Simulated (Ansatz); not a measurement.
Fluorite SrF2 was calculated with r²SCAN+rVV10 in Ansatz (plane waves, PAW).

Run with plane-wave cutoff 560 eV, 10×10×10 k mesh, Fermi–Dirac smearing 0.01 eV, scalar-relativistic PAW data made under PBE.

Computed at the level's own relaxed cell.

Task: What does this level give for the smallest direct gap on the k points sampled, band gap, pressure derivative B′ of the bulk modulus, equilibrium volume per atom and bulk modulus?

Result: 
- smallest direct gap on the k points sampled = 7.63 eV
- band gap = 7.53 eV
- pressure derivative B′ of the bulk modulus = 4.7
- equilibrium volume per atom = 15.96 Å³/atom
- bulk modulus = 77.4 GPa

Measured, for comparison: band gap 11.1 eV (temperature not stated, not corrected to a static lattice; as tabulated in Aguado et al. (1999), arXiv:cond-mat/9901145); bulk modulus 69 GPa (temperature not stated, not corrected to a static lattice; as tabulated in On the Morphology of Group II Metal Fluoride Nanocrystals at Finite Temperature …). Computed (rounded) less measured: bulk modulus +12 %.

Spin–orbit coupling is not included.

The computed numbers hold no vibrational or temperature effects.

Computing time: around 60 core-seconds (rough).

Ansatz is an electronic-structure program.
